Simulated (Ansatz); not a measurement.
# Iridium, dhcp under PBE: ground state and equation of state, part 1 of 2

Aim: take iridium in the dhcp structure, relax it, solve it on a dense k-mesh, then scale the cell to 7 volumes from 88 to 112 % of the relaxed one and try a fit of the equation of state. The start is ferromagnetic. The k-meshes are 13×13×4 for the relaxation; 17×17×5 for the dense run; 17×17×5 for the volumes.

Computed with Ansatz 0.2.0 (DFT PBE, plane waves (420 eV) with PAW, scalar-relativistic, unless a step says otherwise).

**1. The starting structure**

It takes space group P6_3/mmc (No. 194, hexagonal). Conventional cell: a = 2.715 Å, b = 2.715 Å, c = 8.867 Å, α = 90.00°, β = 90.00°, γ = 120.00°. Around Ir (site symmetry -3m) lie 12 Ir at 2.71 Å. Ir (site symmetry -6m2) is surrounded by 12 Ir at 2.71 Å.

As a file:

```
CELL_PARAMETERS angstrom
2.71486 0.00000 0.00000
-1.35743 2.35114 0.00000
0.00000 0.00000 8.86674
ATOMIC_POSITIONS crystal
Ir 0.00000 0.00000 0.00000
Ir 0.00000 0.00000 0.50000
Ir 0.33333 0.66667 0.25000
Ir 0.66667 0.33333 0.75000
```

The atoms start with moments of +1 ×4 μB.

**2. Relaxing cell and atoms**

Contents of input.yaml:

```yaml
crystal:
  lattice:
    - [2.7148619862, 0.0, 0.0]
    - [-1.3574309931, 2.3511394478, 0.0]
    - [0.0, 0.0, 8.8667392469]
  atoms:
    - { symbol: Ir, position: [0.0, 0.0, 0.0], spin: 1.0 }
    - { symbol: Ir, position: [0.0, 0.0, 0.5], spin: 1.0 }
    - { symbol: Ir, position: [0.3333333333, 0.6666666667, 0.25], spin: 1.0 }
    - { symbol: Ir, position: [0.6666666667, 0.3333333333, 0.75], spin: 1.0 }
hamiltonian:
  xc: pbe
  pseudopotentials:
    kind: paw
    azcp:
      Ir: "pseudopotentials/Ir.paw.azcp"
basis:
  ecutwfc: 420
  fft_grid_basis: typed
kpoints:
  mp_grid: { grid: [13, 13, 4], shift: [0, 0, 0] }
magnetization:
  spin_polarized: true
scf:
  occupations: { method: fermi_dirac, width: 0.05 }
relax:
  max_steps: 60
  f_tol: 0.01
  cell: {}
```

What it wrote:

```text
Warning: RAYON_NUM_THREADS=2 ignored (pool sized by the plan → 2); use --threads N
Engine: ansatz 0.2.0, aarch64-unknown-linux-gnu
Pseudopotentials: kind: paw
Pseudopotential: Ir, paw, valence charge 17, recommended cutoff 420 eV (normal), <dir>
Functional definition: PBE
  parameter kappa = 0.804
  parameter beta = 0.06672455060314922
  exchange = pbe_x(kappa = kappa, mu = beta*pi^2/3)
  correlation = pbe_c(beta = beta)
Crystal: 4 atoms, lattice volume = 56.597 Å³
Basis set: ecut = 420 eV, 1091 PW (Γ), exchange–correlation on 40×40×120 points (8 copies of the dense FFT grid, shifted against one another)
Bands: 44, of which v1, the nominal top of the filled ones, is band 34 counted from 1 (33 counted from 0)
Symmetry: 24 space group operations
Space group: P63/mmc (ITA 194), of the structure as read, at distance tolerance 3.8e-5 Å
Magnetic group: BNS 194.263 (UNI 1493), of the structure as read, at distance tolerance 3.8e-5 Å
k-points: 63 of 676
Non-local potential: Ir, projectors of the file, l = 0: 3, l = 1: 2, l = 2: 2, l = 3: 1
PAW form: soft (Blöchl's): semilocal exchange-correlation on the pseudo side does not see the compensation charge
PAW one-centre angular grid: Ir, 590 points (default); XC on 64 Gauss nodes
Initial density: superposition of atomic densities (chi_scale 0.1, normalization cell)
Starting moments: Σ|m| = 4 μB on 4 of 4 sites
Initial wavefunctions: pseudopotential atomic-orbital guess
Functional: x = pbe(κ = 0.804, μ = 0.2195149727645171), c = pbe(β = 0.06672455060314922)
iter 1 solved again at ethr=1.86e-3 eV; its pass at ethr=3.10e-3 eV (dr2=1.27e0 eV) is discarded
SCF iter   1: F=—  HF=-47740.304394 eV  |F-HF|=—  |Δ(HF+E_count)|=         —  Δρ=3.96e-2 (↑3.96e-2 ↓2.45e-2)  dr2=1.27e0  dr2_m=2.14e-1  M=2.041 μB ∫|m|=2.063 μB  β_m=0.30  ethr=1.86e-3  ⟨swp⟩=1.2  Hψ=25480  notcnv=0
Mixer restart at iter 1: flushing history
preconditioner: auto → Kerker (q_TF=auto, 2.813 Å⁻¹)  [metal: Δε(μ)=0.011 eV  Ē_g=9.612 eV  σ=0.050 eV  W_gap=0.05  n_scr=24 (ndim 8)  ℏωp=29.6 eV  f_vac=0.000  D(μ)=4.11/eV (n_scr^D=52)]
spin=Collinear: Kerker preconditioning applied to the charge; magnetization (m = ρ↑ − ρ↓) channel mixes plain (no charge-response kernel on spin).
SCF iter   2: F=—  HF=-47740.232368 eV  |F-HF|=—  |Δ(HF+E_count)|=   7.20e-2  Δρ=2.99e-2 (↑2.99e-2 ↓1.79e-2)  dr2=5.68e-1  dr2_m=1.49e-1  M=1.819 μB ∫|m|=1.851 μB  β_m=0.65  ethr=1.86e-3  ⟨swp⟩=2.0  Hψ=6141  notcnv=0
SCF iter   3: F=—  HF=-47740.888329 eV  |F-HF|=—  |Δ(HF+E_count)|=   6.56e-1  Δρ=9.85e-3 (↑7.39e-3 ↓9.85e-3)  dr2=9.29e-3  dr2_m=3.54e-2  M=1.014 μB ∫|m|=1.080 μB  β_m=0.82  ethr=8.35e-4  ⟨swp⟩=2.0  Hψ=8929  notcnv=0
SCF iter   4: F=—  HF=-47741.069183 eV  |F-HF|=—  |Δ(HF+E_count)|=         —  Δρ=8.46e-3 (↑8.46e-3 ↓7.21e-3)  dr2=2.74e-3  dr2_m=3.08e-2  M=0.088 μB ∫|m|=0.135 μB  β_m=0.82  ethr=1.37e-5  ⟨swp⟩=2.0  Hψ=11048  notcnv=0  defer=185
Mixer restart at iter 4: flushing history
SCF iter   5: F=—  HF=-47741.066447 eV  |F-HF|=—  |Δ(HF+E_count)|=   2.74e-3  Δρ=2.73e-3 (↑2.73e-3 ↓2.37e-3)  dr2=2.76e-4  dr2_m=3.29e-3  M=0.032 μB ∫|m|=0.052 μB  β_m=0.91  ethr=4.02e-6  ⟨swp⟩=2.0  Hψ=8622  notcnv=0  defer=196
SCF iter   6: F=—  HF=-47741.066394 eV  |F-HF|=—  |Δ(HF+E_count)|=   5.23e-5  Δρ=2.19e-4 (↑2.06e-4 ↓2.19e-4)  dr2=1.58e-5  dr2_m=2.04e-5  M=0.003 μB ∫|m|=0.006 μB  β_m=0.96  ethr=4.06e-7  ⟨swp⟩=2.0  Hψ=9741  notcnv=0  defer=197
SCF iter   7: F=—  HF=-47741.066393 eV  |F-HF|=—  |Δ(HF+E_count)|=   1.77e-6  Δρ=2.52e-5 (↑2.52e-5 ↓2.34e-5)  dr2=9.36e-7  dr2_m=5.67e-8  M=0.000 μB ∫|m|=0.000 μB  β_m=0.98  ethr=2.33e-8  ⟨swp⟩=2.2  Hψ=8639  notcnv=0  defer=197
SCF iter   8: F=—  HF=-47741.066394 eV  |F-HF|=—  |Δ(HF+E_count)|=   1.60e-6  Δρ=1.12e-5 (↑1.06e-5 ↓1.12e-5)  dr2=3.76e-7  dr2_m=7.78e-9  M=0.000 μB ∫|m|=0.000 μB  β_m=0.99  ethr=1.38e-9  ⟨swp⟩=2.0  Hψ=9182  notcnv=0  defer=197
SCF iter   9: F=—  HF=-47741.066394 eV  |F-HF|=—  |Δ(HF+E_count)|=   7.35e-8  Δρ=3.07e-6 (↑3.02e-6 ↓3.07e-6)  dr2=1.67e-8  dr2_m=1.98e-9  M=0.000 μB ∫|m|=0.000 μB  β_m=0.99  ethr=5.53e-10  ⟨swp⟩=2.0  Hψ=7505  notcnv=0  defer=197
SCF iter  10: F=—  HF=-47741.066394 eV  |F-HF|=—  |Δ(HF+E_count)|=   2.88e-9  Δρ=8.21e-7 (↑8.21e-7 ↓6.74e-7)  dr2=1.70e-9  dr2_m=8.65e-11  M=0.000 μB ∫|m|=0.000 μB  β_m=1.00  ethr=2.46e-11  ⟨swp⟩=2.3  Hψ=9234  notcnv=0  defer=197
SCF iter  11: F=-47741.066394 eV  HF=-47741.066394 eV  |F-HF|=6.55e-10  |Δ(HF+E_count)|=  4.22e-10  Δρ=3.49e-7 (↑3.49e-7 ↓3.47e-7)  dr2=6.94e-10  dr2_m=3.83e-13  M=-0.000 μB ∫|m|=0.000 μB  ethr=2.50e-12  ⟨swp⟩=1.0  Hψ=13162  notcnv=0
WARN: the starting moments were not kept: the SCF closed with an absolute magnetisation of 6.3e-7 μB, where they sum to 4 μB in size (4 sites). That is at most 0.1 of that sum. Measured as dr2_m measures the in/out step, that magnetisation stands 4.1e-14 eV from none, at or under the dr2_threshold of 1.0e-7 eV: it is no larger than a step whose dr2_m would equal this threshold. The system may hold no moment; this SCF shows only that its start led to no more than that. To try another start: raise the starting moments (crystal.atoms[].spin, magnetization.per_species, magnetization.initial_magnetization, or on a non-collinear deck that types none of these the spinor_matrix: blocks that start its atoms; where the total moment is fixed, keep their sum and leave initial_magnetization as it is; typed ones take the place of any that the run laid by itself, positive ones on a crystal's lanthanoids without a Hubbard term where scf.initial_density.shell_occupations: [] is typed) or, if the notice of its spin-set hold's release reads "site moments contracting" or "site moments show no strong build", lengthen the hold (scf.mixing.spin_hold: { on: { confirm: 4 } }; for m-r²SCAN on two components see the key's manual first). Each may lead to a state that holds a moment. A second SCF, from the converged charge density, with the starting moments and any scf.initial_density.shell_occupations laid on it anew, would have followed, and was not run: the deck does not ask for one (magnetization.retry_lost_moments is false, the default). To let it run, set magnetization.retry_lost_moments: true and run the deck again, where that key's refused combinations let it; where memory then withholds it, that run's warning says so.
SCF 1 converged in 11 iterations: F = -47741.066394 eV  dr2 = 6.94e-10
relax step   1: F+E_penalty+E_count = -47741.06639439 eV  Δ(F+E_penalty+E_count) = +0.000e0 eV  max|allowed force component| = 9.252e-17 eV/Å  Δτ_max = 0.0000 Å  P = +9.831 GPa  Ω = 56.597 Å³  (11 SCF iters, dr2 threshold 1.00e-7 eV, accepted)
[... 19 lines left out ...]
relax step   2: F+E_penalty+E_count = -47740.95980634 eV  Δ(F+E_penalty+E_count) = +1.066e-1 eV  max|allowed force component| = 1.434e-16 eV/Å  Δτ_max = 0.0000 Å  P = -15.251 GPa  Ω = 61.112 Å³  energy of the carried Pulay correction = -2.396e-3 eV  (8 SCF iters, dr2 threshold 4.00e-7 eV, rejected (line search))
[... 20 lines left out ...]
relax step   3: F+E_penalty+E_count = -47741.11061327 eV  Δ(F+E_penalty+E_count) = -4.422e-2 eV  max|allowed force component| = 7.401e-17 eV/Å  Δτ_max = 0.0000 Å  P = -0.958 GPa  Ω = 58.285 Å³  energy of the carried Pulay correction = -9.178e-4 eV  (13 SCF iters, accepted)
[... 13 lines left out ...]
relax step   4: F+E_penalty+E_count = -47741.11118727 eV  Δ(F+E_penalty+E_count) = -5.740e-4 eV  max|allowed force component| = 1.365e-16 eV/Å  Δτ_max = 0.0000 Å  P = -0.008 GPa  Ω = 58.124 Å³  energy of the carried Pulay correction = -8.314e-4 eV  (7 SCF iters, dr2 threshold 4.00e-7 eV, accepted)
[... 13 lines left out ...]
relax step   5: F+E_penalty+E_count = -47741.11191284 eV  Δ(F+E_penalty+E_count) = -7.256e-4 eV  max|allowed force component| = 1.110e-16 eV/Å  Δτ_max = 0.0000 Å  P = -0.034 GPa  Ω = 58.124 Å³  stress off target by 3.93e-2 GPa  SCF on the basis re-selected at this cell (its energy is not comparable with the rows above)  (8 SCF iters)
basis re-selected at this cell: Δ(F+E_penalty+E_count) = -7.256e-4 eV, ΔP = -0.026 GPa vs the last step (what re-selecting the basis moved, of the pressure what is left beyond the Pulay correction that the steps carried, after the strain that the cell walked since its last selection, with what the two solves' SCF thresholds leave and, on support functions, any second-order correction that the steps lacked; it is no measure of the basis error at this ecutwfc). This SCF's stress stands 3.93e-2 GPa from its target on what of the cell is left free (relax.cell.stress_tol is 5.00e-2 GPa) and its largest allowed force component is 1.11e-16 eV/Å (relax.f_tol is 1.00e-2 eV/Å): within both
SCF converged after 8 iterations
Magnetization: -0.0000 μB (34.0000 up, 34.0000 down)
Absolute magnetization: 0.0000 μB (∫|ρ↑−ρ↓|, with the PAW one-centre terms)
Spin contamination: 0.0000 ħ² per cell (⟨S²⟩ above its minimum at these occupations)
Per-site moments (μB) at R_I (Å): [(-1.9636876552230617e-8, 1.1294751728905126), (-1.9636876537797715e-8, 1.1294751728905126), (-1.6048983664610285e-8, 1.1294751728905126), (-1.6048983879776695e-8, 1.1294751728905126)]
Free energy (F): -47741.111913 eV
Harris-Foulkes:  -47741.111913 eV  (|F-HF|=1.46e-11)
Internal energy: -47741.076185 eV  (E = F + TS)
E sigma→0 (E₀):  -47741.094049 eV
Entropy (-TS):   -0.035728 eV (-8.932 meV/atom)
Fermi energy:    25.023804 eV
--- Per-component energies (eV) ---
  E_band       = -379.045181
  E_kinetic    = 2489.705147
  E_local      = -4378.443761  (includes V_loc(G=0)·N_el)
  E_nonlocal   = 290.113902
  E_hartree    = 1673.069508
  E_xc         = -1071.209642
  E_vxc        = -1199.500332  (∫ρ·V_xc dr)
  E_paw        = -36893.319284  (= ΣΔE_a)
  E_vpaw       = -927.059424  (= ΣTr[D̂ρ^β])
  E_aug_tail   = 0.000219  (compensation charges beyond the density's cutoff)
  E_ewald      = -9850.992274
  E_smearing   = -0.035728  (= −TS)
  E_closure    = 0.000000  (closes the sum)
  Σ components = -47741.111913   (vs F -47741.111913, Δ=0.00e0)
--- Forces (eV/Å), atoms counted from 1 ---
  atom   1  Ir    -0.00000000     0.00000000    -0.00000000
  atom   2  Ir     0.00000000    -0.00000000     0.00000000
  atom   3  Ir     0.00000000    -0.00000000    -0.00000000
  atom   4  Ir    -0.00000000     0.00000000     0.00000000
  max |Σ_I F_I| component: 2.10e-30 eV/Å
--- Stress (GPa, compression-positive) ---
       -0.031885       0.000000      -0.000000
        0.000000      -0.031885      -0.000000
       -0.000000      -0.000000      -0.039259
  P = ⅓ Tr σ = -0.0343 GPa (-0.343 kbar)
--- Relaxed structure (4 steps of the walk, 3 accepted, 1 SCFs on fresh bases) ---
  F+E_penalty+E_count = -47741.11191284 eV   max|allowed force component| = 1.110e-16 eV/Å   (the final SCF, on the basis selected at the relaxed cell)
  cell:  # Å, volume = 58.1236 Å³
    - [2.7381216312497276, -7.263126522007747e-34, -9.078908152509684e-35]
    - [-1.3690608156248638, 2.3712828913139514, 4.539454076254842e-35]
    - [-2.9651714026111718e-34, 0.0, 8.951917509280172]
  atoms:
    - { symbol: Ir, position: [5.8995689362948603e-36, 8.532786208291272e-37, -8.043058733543795e-87] }
    - { symbol: Ir, position: [7.285120740315189e-36, 8.532786208291272e-37, 0.5] }
    - { symbol: Ir, position: [0.33333333333333337, 0.6666666666666669, 0.25] }
    - { symbol: Ir, position: [0.6666666666666667, 0.33333333333333337, 0.7500000000000001] }
```

Run time: 44 s. Hardware: 2 threads of an Arm CPU, shared host; peak memory 0.48 GiB.

Step by step:

```csv
step,energy change (meV/atom),largest force (eV/Å),pressure (GPa),volume (Å³/atom),accepted
1,0.00,0.0000,9.83,14.149,yes
2,26.65,0.0000,-15.25,15.278,no
3,-11.05,0.0000,-0.96,14.571,yes
4,-11.20,0.0000,-0.01,14.531,yes
5,-11.38,0.0000,-0.03,14.531,yes
```

Steps that repeat a cell are solved on a basis chosen anew, so their changes of energy are no gain of the relaxation.

The cell of the run, before and after:

|  | before | after | change |
| --- | --- | --- | --- |
| a (Å) | 2.715 | 2.738 | +0.9 % |
| b (Å) | 2.715 | 2.738 | +0.9 % |
| c (Å) | 8.867 | 8.952 | +1.0 % |
| volume (Å³/atom) | 14.149 | 14.531 | +2.7 % |
| shortest distance (Å) | 2.715 | 2.738 | +0.9 % |
| space group (spins left aside) | P6_3/mmc | P6_3/mmc | same |

**3. Single point on a dense mesh**

Contents of input.yaml:

```yaml
crystal:
  lattice:
    - [2.7381216312, 0.0, 0.0]
    - [-1.3690608156, 2.3712828913, 0.0]
    - [0.0, 0.0, 8.9519175093]
  atoms:
    - { symbol: Ir, position: [0.0, 0.0, 1.0], spin: 1.0 }
    - { symbol: Ir, position: [0.0, 0.0, 0.5], spin: 1.0 }
    - { symbol: Ir, position: [0.3333333333, 0.6666666667, 0.25], spin: 1.0 }
    - { symbol: Ir, position: [0.6666666667, 0.3333333333, 0.75], spin: 1.0 }
hamiltonian:
  xc: pbe
  pseudopotentials:
    kind: paw
    azcp:
      Ir: "pseudopotentials/Ir.paw.azcp"
basis:
  ecutwfc: 420
  fft_grid_basis: typed
kpoints:
  mp_grid: { grid: [17, 17, 5], shift: [0, 0, 0] }
magnetization:
  spin_polarized: true
scf:
  occupations: { method: fermi_dirac, width: 0.05 }
```

What it wrote, cut to the lines that bear on the results:

```text
Warning: RAYON_NUM_THREADS=2 ignored (pool sized by the plan → 2); use --threads N
[...]
Pseudopotentials: kind: paw
Pseudopotential: Ir, paw, valence charge 17, recommended cutoff 420 eV (normal), <dir>
Functional definition: PBE
[...]
Crystal: 4 atoms, lattice volume = 58.124 Å³
Basis set: ecut = 420 eV, 1151 PW (Γ)
Bands: 44, of which v1, the nominal top of the filled ones, is band 34 counted from 1 (33 counted from 0)
Symmetry: 24 space group operations
Space group: P63/mmc (ITA 194), of the structure as read, at distance tolerance 3.9e-5 Å
Magnetic group: BNS 194.263 (UNI 1493), of the structure as read, at distance tolerance 3.9e-5 Å
k-points: 99 of 1445
[...]
Starting moments: Σ|m| = 4 μB on 4 of 4 sites
[...]
SCF iter   1: F=—  HF=-47741.511567 eV  |F-HF|=—  |Δ(HF+E_count)|=         —  Δρ=6.40e-2 (↑6.40e-2 ↓3.47e-2)  dr2=1.34e0  dr2_m=1.04e0  M=0.342 μB ∫|m|=0.346 μB  β_m=0.30  ethr=1.96e-3  ⟨swp⟩=1.2  Hψ=39854  notcnv=0
[...]
spin=Collinear: Kerker preconditioning applied to the charge; magnetization (m = ρ↑ − ρ↓) channel mixes plain (no charge-response kernel on spin).
[...]
SCF iter  10: F=-47741.116225 eV  HF=-47741.116225 eV  |F-HF|=1.46e-11  |Δ(HF+E_count)|=  1.16e-10  Δρ=8.59e-8 (↑8.30e-8 ↓8.59e-8)  dr2=1.02e-11  dr2_m=7.58e-13  M=-0.000 μB ∫|m|=0.000 μB  ethr=2.13e-12  ⟨swp⟩=1.0  Hψ=19752  notcnv=0
[...]
WARN: the starting moments were not kept: the SCF closed with an absolute magnetisation of 1.9e-6 μB, where they sum to 4 μB in size (4 sites). That is at most 0.1 of that sum. Measured as dr2_m measures the in/out step, that magnetisation stands 4.2e-13 eV from none, at or under the [...]
SCF converged after 10 iterations
Magnetization: -0.0000 μB (34.0000 up, 34.0000 down)
Absolute magnetization: 0.0000 μB (∫|ρ↑−ρ↓|, with the PAW one-centre terms)
Spin contamination: 0.0000 ħ² per cell (⟨S²⟩ above its minimum at these occupations)
Per-site moments (μB) at R_I (Å): [(-5.330697665518101e-7, 1.1294751728769337), (-5.330697665708278e-7, 1.1294751728769337), (-2.97120577163431e-7, 1.1294751728769337), (-2.9712057703959395e-7, 1.1294751728769337)]
Free energy (F): -47741.116225 eV
[...]
E sigma→0 (E₀):  -47741.100305 eV
Entropy (-TS):   -0.031842 eV (-7.960 meV/atom)
Fermi energy:    24.988727 eV
[...]
```

Wall time 13 s (2 threads of an Arm CPU, shared host); peak memory 0.56 GiB.

**4. At 88 % of the relaxed volume**

input.yaml: that of step 3 with these lines changed.

```diff
@@ -2,5 +2,5 @@
   lattice:
-    - [2.7381216312, 0.0, 0.0]
-    - [-1.3690608156, 2.3712828913, 0.0]
-    - [0.0, 0.0, 8.9519175093]
+    - [2.623898071, 0.0, 0.0]
+    - [-1.3119490355, 2.2723623864, 0.0]
+    - [0.0, 0.0, 8.5784790626]
   atoms:
@@ -25 +25,3 @@
   occupations: { method: fermi_dirac, width: 0.05 }
+output:
+  stress: true
```

What it wrote, cut to the lines that bear on the results:

```text
Warning: RAYON_NUM_THREADS=2 ignored (pool sized by the plan → 2); use --threads N
[...]
Pseudopotentials: kind: paw
Pseudopotential: Ir, paw, valence charge 17, recommended cutoff 420 eV (normal), <dir>
Functional definition: PBE
[...]
Crystal: 4 atoms, lattice volume = 51.149 Å³
Basis set: ecut = 420 eV, 1019 PW (Γ)
Bands: 44, of which v1, the nominal top of the filled ones, is band 34 counted from 1 (33 counted from 0)
Symmetry: 24 space group operations
Space group: P63/mmc (ITA 194), of the structure as read, at distance tolerance 3.7e-5 Å
Magnetic group: BNS 194.263 (UNI 1493), of the structure as read, at distance tolerance 3.7e-5 Å
k-points: 99 of 1445
[...]
Starting moments: Σ|m| = 4 μB on 4 of 4 sites
[...]
SCF iter   1: F=—  HF=-47739.840836 eV  |F-HF|=—  |Δ(HF+E_count)|=         —  Δρ=7.00e-2 (↑7.00e-2 ↓4.00e-2)  dr2=1.27e0  dr2_m=1.13e0  M=0.244 μB ∫|m|=0.246 μB  β_m=0.30  ethr=1.85e-3  ⟨swp⟩=1.1  Hψ=41685  notcnv=0
[...]
WARN: the starting moments were not kept: the SCF closed with an absolute magnetisation of 1.2e-6 μB, where they sum to 4 μB in size (4 sites). That is at most 0.1 of that sum. Measured as dr2_m measures the in/out step, that magnetisation stands 1.8e-13 eV from none, at or under the [...]
SCF converged after 9 iterations
Magnetization: -0.0000 μB (34.0000 up, 34.0000 down)
Absolute magnetization: 0.0000 μB (∫|ρ↑−ρ↓|, with the PAW one-centre terms)
Spin contamination: 0.0000 ħ² per cell (⟨S²⟩ above its minimum at these occupations)
Per-site moments (μB) at R_I (Å): [(-3.436024121564898e-7, 1.0823579542810735), (-3.4360241219994344e-7, 1.0823579542810735), (-1.5559928090483095e-7, 1.0823579542810735), (-1.5559928073277853e-7, 1.0823579542810735)]
Free energy (F): -47739.952657 eV
[...]
E sigma→0 (E₀):  -47739.940604 eV
Entropy (-TS):   -0.024106 eV (-6.027 meV/atom)
Fermi energy:    29.296489 eV
[...]
--- Stress (GPa, compression-positive) ---
       60.945412       0.000000       0.000000
       -0.000000      60.945412       0.000000
        0.000000       0.000000      60.869233
  P = ⅓ Tr σ = 60.9200 GPa (609.200 kbar)
```

It took 13 s on 2 threads of an Arm CPU, shared host; peak memory 0.53 GiB.

**5. At 92 % of the relaxed volume**

input.yaml: that of step 4 with these lines changed.

```diff
@@ -2,5 +2,5 @@
   lattice:
-    - [2.623898071, 0.0, 0.0]
-    - [-1.3119490355, 2.2723623864, 0.0]
-    - [0.0, 0.0, 8.5784790626]
+    - [2.6630665034, 0.0, 0.0]
+    - [-1.3315332517, 2.3062832439, 0.0]
+    - [0.0, 0.0, 8.7065349428]
   atoms:
```

What it wrote, cut to the lines that bear on the results:

```text
Warning: RAYON_NUM_THREADS=2 ignored (pool sized by the plan → 2); use --threads N
[...]
Pseudopotentials: kind: paw
Pseudopotential: Ir, paw, valence charge 17, recommended cutoff 420 eV (normal), <dir>
Functional definition: PBE
[...]
Crystal: 4 atoms, lattice volume = 53.474 Å³
Basis set: ecut = 420 eV, 1079 PW (Γ)
Bands: 44, of which v1, the nominal top of the filled ones, is band 34 counted from 1 (33 counted from 0)
Symmetry: 24 space group operations
Space group: P63/mmc (ITA 194), of the structure as read, at distance tolerance 3.8e-5 Å
Magnetic group: BNS 194.263 (UNI 1493), of the structure as read, at distance tolerance 3.8e-5 Å
k-points: 99 of 1445
[...]
Starting moments: Σ|m| = 4 μB on 4 of 4 sites
[...]
SCF iter   1: F=—  HF=-47740.778260 eV  |F-HF|=—  |Δ(HF+E_count)|=         —  Δρ=6.80e-2 (↑6.80e-2 ↓3.81e-2)  dr2=1.31e0  dr2_m=1.10e0  M=0.273 μB ∫|m|=0.276 μB  β_m=0.30  ethr=1.91e-3  ⟨swp⟩=1.1  Hψ=41103  notcnv=0
[...]
WARN: the starting moments were not kept: the SCF closed with an absolute magnetisation of 5.3e-6 μB, where they sum to 4 μB in size (4 sites). That is at most 0.1 of that sum. Measured as dr2_m measures the in/out step, that magnetisation stands 3.2e-12 eV from none, at or under the [...]
SCF converged after 8 iterations
Magnetization: -0.0000 μB (34.0000 up, 34.0000 down)
Absolute magnetization: 0.0000 μB (∫|ρ↑−ρ↓|, with the PAW one-centre terms)
Spin contamination: 0.0000 ħ² per cell (⟨S²⟩ above its minimum at these occupations)
Per-site moments (μB) at R_I (Å): [(-1.4131283752771729e-6, 1.0985149326496901), (-1.4131283753088574e-6, 1.0985149326496901), (-8.789994896899692e-7, 1.0985149326496901), (-8.789994897727178e-7, 1.0985149326496901)]
Free energy (F): -47740.644802 eV
[...]
E sigma→0 (E₀):  -47740.631535 eV
Entropy (-TS):   -0.026534 eV (-6.633 meV/atom)
Fermi energy:    27.738775 eV
[...]
--- Stress (GPa, compression-positive) ---
       35.571596       0.000000       0.000000
       -0.000000      35.571596       0.000000
        0.000000       0.000000      35.344762
  P = ⅓ Tr σ = 35.4960 GPa (354.960 kbar)
```

Run time: 12 s. Hardware: 2 threads of an Arm CPU, shared host; peak memory 0.54 GiB.

(Continued in part 2 of 2.)
